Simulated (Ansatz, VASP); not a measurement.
# SnO: VASP beside Ansatz, part 2 of 3

One calculation is typed for both programs; each brings its own data sets. How far apart do they land? The cell is taken from a series of runs on this material, whose earlier steps may have relaxed, scaled, displaced or heated it; both programs get it as it stands.

VASP 6.6.1 and Ansatz 0.2.0.

So far: The structure; VASP: zone-centre phonons, PBEsol.

**2. VASP: zone-centre phonons, PBEsol (continued)**

Level of this step: PBEsol; plane waves and PAW (Sn_d, O) (VASP).

OUTCAR, selected parts (step 2):

```text
ion  position               nearest neighbor table
   1  0.000  0.234  0.527-   3 2.13   4 2.15   4 2.15   2 3.69   2 3.69   2 3.69   2 3.69
   2  0.500  0.766  0.027-   4 2.13   3 2.15   3 2.15   1 3.69   1 3.69   1 3.69   1 3.69
   3  0.000  0.885  0.723-   1 2.13   2 2.15   2 2.15
   4  0.500  0.115  0.223-   2 2.13   1 2.15   1 2.15

  LATTYP: Found a simple orthorhombic cell.
 ALAT       =     3.3180515496
 B/A-ratio  =     1.1678201465
 C/A-ratio  =     1.7226213892

 Subroutine GETGRP returns: Found  4 space group operations
 (whereof  2 operations were pure point group operations)

The static configuration has the point symmetry C_1h.
 The point group associated with its full space group is C_2v.

 Found    100 irreducible k-points:

   k-points           NKPTS =    100   k-points in BZ     NKDIM =    100   number of bands    NBANDS=     26

   dimension x,y,z NGX =    28 NGY =   48 NGZ =   32
   dimension x,y,z NGXF=    56 NGYF=   96 NGZF=   64

   ENCUT  =  600.0 eV  44.10 Ry    6.64 a.u.   6.63 11.42  7.74*2*pi/ulx,y,z

   NELECT =      40.0000    total number of electrons

 k-points in reciprocal lattice and weights: Automatic mesh
   0.00000000  0.00000000  0.00000000       0.003
   0.12500000  0.00000000  0.00000000       0.005
   0.25000000  0.00000000  0.00000000       0.005
   0.37500000  0.00000000  0.00000000       0.005
   0.50000000  0.00000000  0.00000000       0.003
   0.00000000  0.16666667  0.00000000       0.005
   0.12500000  0.16666667  0.00000000       0.010
   0.25000000  0.16666667  0.00000000       0.010
   0.37500000  0.16666667  0.00000000       0.010
[...]
0.000000000  5.715746570  0.000000000     0.000000000  0.174955273  0.000000000
     0.000000000  0.000000000  3.874887447     0.000000000  0.000000000  0.258072012

 POSITION                                       TOTAL-FORCE (eV/Angst)
 -----------------------------------------------------------------------------------
      0.00000      1.33545      2.04245         0.000000      0.077281      0.029123
      1.65903      4.38030      0.10501         0.000000     -0.077281      0.029123
      0.00000      5.05851      2.80116         0.000000      0.002310     -0.029123
      1.65903      0.65724      0.86372         0.000000     -0.002310     -0.029123
 -----------------------------------------------------------------------------------
    total drift:                                0.000000      0.000000      0.000237

 MACROSCOPIC STATIC DIELECTRIC TENSOR (including local field effects in DFT)
 ------------------------------------------------------
           8.812540     0.000000     0.000000
           0.000000     7.130248     0.000000
           0.000000     0.000000     6.721266
 ------------------------------------------------------

 PIEZOELECTRIC TENSOR (including local field effects)  for field in x, y, z        (C/m^2)
          XX          YY          ZZ          XY          YZ          ZX
  --------------------------------------------------------------------------------
  x     0.00000     0.00000     0.00000     0.00000     0.00000     1.20072
  y     0.00000     0.00000     0.00000     0.00000    -0.07876     0.00000
  z     1.09280    -0.49344     0.26954     0.00000     0.00000     0.00000

 BORN EFFECTIVE CHARGES (including local field effects) (in |e|, cummulative output)
 ---------------------------------------------------------------------------------
 ion    1
    1     2.98156     0.00000     0.00000
    2     0.00000     2.96885     0.13359
    3     0.00000    -0.49631     2.42432
 ion    2
    1     2.98156     0.00000     0.00000
    2     0.00000     2.96885    -0.13359
    3     0.00000     0.49631     2.42432
 ion    3
    1    -2.98156     0.00000     0.00000
    2     0.00000    -2.96885     0.87274
    3     0.00000     1.27848    -2.42432
 ion    4
    1    -2.98156     0.00000     0.00000
    2     0.00000    -2.96885    -0.87274
    3     0.00000    -1.27848    -2.42432

 Eigenvectors and eigenvalues of the dynamical matrix
 ----------------------------------------------------

   1 f  =   14.495765 THz    91.079575 2PiTHz  483.526657 cm-1    59.949638 meV
             X         Y         Z           dx          dy          dz
      0.000000  1.335446  2.042453    -0.000000   -0.186493   -0.062199
      1.659026  4.380300  0.105010     0.000000   -0.186493    0.062199
      0.000000  5.058508  2.801160    -0.000000    0.508603   -0.450194
      1.659026  0.657239  0.863716     0.000000    0.508603    0.450194

   2 f  =   14.187446 THz    89.142354 2PiTHz  473.242266 cm-1    58.674537 meV
             X         Y         Z           dx          dy          dz
      0.000000  1.335446  2.042453    -0.000000    0.015874    0.133089
      1.659026  4.380300  0.105010    -0.000000   -0.015874    0.133089
      0.000000  5.058508  2.801160    -0.000000    0.592080   -0.362597
      1.659026  0.657239  0.863716     0.000000   -0.592080   -0.362597

   3 f  =   12.371428 THz    77.731973 2PiTHz  412.666408 cm-1    51.164091 meV
             X         Y         Z           dx          dy          dz
      0.000000  1.335446  2.042453     0.123036   -0.000000   -0.000000
      1.659026  4.380300  0.105010    -0.123036    0.000000   -0.000000
      0.000000  5.058508  2.801160     0.696320    0.000000   -0.000000
      1.659026  0.657239  0.863716    -0.696320   -0.000000    0.000000

   4 f  =    9.896268 THz    62.180086 2PiTHz  330.103972 cm-1    40.927658 meV
             X         Y         Z           dx          dy          dz
      0.000000  1.335446  2.042453     0.243779    0.000000   -0.000000
      1.659026  4.380300  0.105010     0.243779    0.000000    0.000000
      0.000000  5.058508  2.801160    -0.663756   -0.000000   -0.000000
      1.659026  0.657239  0.863716    -0.663756   -0.000000    0.000000

   5 f  =    9.722789 THz    61.090087 2PiTHz  324.317343 cm-1    40.210208 meV
             X         Y         Z           dx          dy          dz
      0.000000  1.335446  2.042453    -0.000000    0.156165   -0.101640
      1.659026  4.380300  0.105010    -0.000000    0.156165    0.101640
      0.000000  5.058508  2.801160     0.000000   -0.426422   -0.532396
      1.659026  0.657239  0.863716     0.000000   -0.426422    0.532396

   6 f  =    7.210210 THz    45.303084 2PiTHz  240.506711 cm-1    29.819018 meV
             X         Y         Z           dx          dy          dz
      0.000000  1.335446  2.042453    -0.000000   -0.457642   -0.153732
      1.659026  4.380300  0.105010     0.000000    0.457642   -0.153732
      0.000000  5.058508  2.801160    -0.000000    0.303073    0.418422
      1.659026  0.657239  0.863716     0.000000   -0.303073    0.418422

   7 f  =    4.633959 THz    29.116024 2PiTHz  154.572238 cm-1    19.164506 meV
             X         Y         Z           dx          dy          dz
      0.000000  1.335446  2.042453     0.000000    0.538806   -0.134501
      1.659026  4.380300  0.105010    -0.000000   -0.538806   -0.134501
      0.000000  5.058508  2.801160    -0.000000    0.239975    0.366073
      1.659026  0.657239  0.863716    -0.000000   -0.239975    0.366073

   8 f  =    3.811468 THz    23.948158 2PiTHz  127.136879 cm-1    15.762957 meV
             X         Y         Z           dx          dy          dz
      0.000000  1.335446  2.042453     0.000000    0.005917    0.696994
      1.659026  4.380300  0.105010     0.000000    0.005917   -0.696994
      0.000000  5.058508  2.801160     0.000000   -0.016874   -0.117812
      1.659026  0.657239  0.863716    -0.000000   -0.016874    0.117812

   9 f  =    2.960901 THz    18.603892 2PiTHz   98.765039 cm-1    12.245299 meV
             X         Y         Z           dx          dy          dz
      0.000000  1.335446  2.042453    -0.696320   -0.000000   -0.000000
      1.659026  4.380300  0.105010     0.696320   -0.000000   -0.000000
      0.000000  5.058508  2.801160     0.123036   -0.000000   -0.000000
      1.659026  0.657239  0.863716    -0.123036   -0.000000    0.000000

  10 f/i=    0.001271 THz     0.007989 2PiTHz    0.042412 cm-1     0.005258 meV
             X         Y         Z           dx          dy          dz
      0.000000  1.335446  2.042453     0.663756   -0.000000    0.000000
      1.659026  4.380300  0.105010     0.663756   -0.000000    0.000000
      0.000000  5.058508  2.801160     0.243779   -0.000000    0.000000
      1.659026  0.657239  0.863716     0.243779   -0.000000    0.000000

  11 f/i=    0.001425 THz     0.008953 2PiTHz    0.047533 cm-1     0.005893 meV
             X         Y         Z           dx          dy          dz
      0.000000  1.335446  2.042453    -0.000000    0.000004    0.663749
      1.659026  4.380300  0.105010    -0.000000   -0.000004    0.663749
      0.000000  5.058508  2.801160    -0.000000    0.000105    0.243796
      1.659026  0.657239  0.863716    -0.000000   -0.000105    0.243796

  12 f/i=    0.006809 THz     0.042782 2PiTHz    0.227125 cm-1     0.028160 meV
             X         Y         Z           dx          dy          dz
      0.000000  1.335446  2.042453     0.000000    0.663926    0.000224
      1.659026  4.380300  0.105010     0.000000    0.663926   -0.000224
      0.000000  5.058508  2.801160     0.000000    0.243314   -0.000180
      1.659026  0.657239  0.863716     0.000000    0.243314    0.000180

 MACROSCOPIC STATIC DIELECTRIC TENSOR IONIC CONTRIBUTION
 ------------------------------------------------------
           7.746174    -0.000000     0.000000
          -0.000000     4.679337     0.000000
           0.000000     0.000000     8.098896
 ------------------------------------------------------

 ELASTIC MODULI CONTR FROM IONIC RELAXATION (kBar)
 Direction    XX          YY          ZZ          XY          YZ          ZX
 --------------------------------------------------------------------------------
 XX        -667.9559   -512.8061   -625.0875      0.0000      0.0000      0.0000
 YY        -512.8061  -1334.9709   -548.7593      0.0000      0.0000      0.0000
 ZZ        -625.0875   -548.7593   -602.8892      0.0000      0.0000      0.0000
 XY           0.0000      0.0000      0.0000   -163.2472      0.0000      0.0000
 YZ           0.0000      0.0000      0.0000      0.0000   -386.0861     -0.0000
 ZX           0.0000      0.0000      0.0000      0.0000     -0.0000   -303.2237
 --------------------------------------------------------------------------------

 PIEZOELECTRIC TENSOR IONIC CONTR  for field in x, y, z        (C/m^2)
          XX          YY          ZZ          XY          YZ          ZX
  --------------------------------------------------------------------------------
  x     0.00000     0.00000     0.00000     0.00000    -0.00000    -1.44211
  y     0.00000     0.00000     0.00000    -0.00000     0.19553     0.00000
  z    -1.42988     0.65944    -1.31293    -0.00000     0.00000    -0.00000
```

(Continued in part 3 of 3.)

[Lines on the potential files, build, host, timing and source positions are cut from VASP's logs without a mark.]

[Logs are printed without paths, hosts, clocks, repeated set-up lines and the standing remarks that a program may print on its own settings, such as how far it seeks lower states.]

[Hosts, paths, dates, database ids (printed as entryN), source tags and the programs' standing remarks are cut or masked in the printed files.]
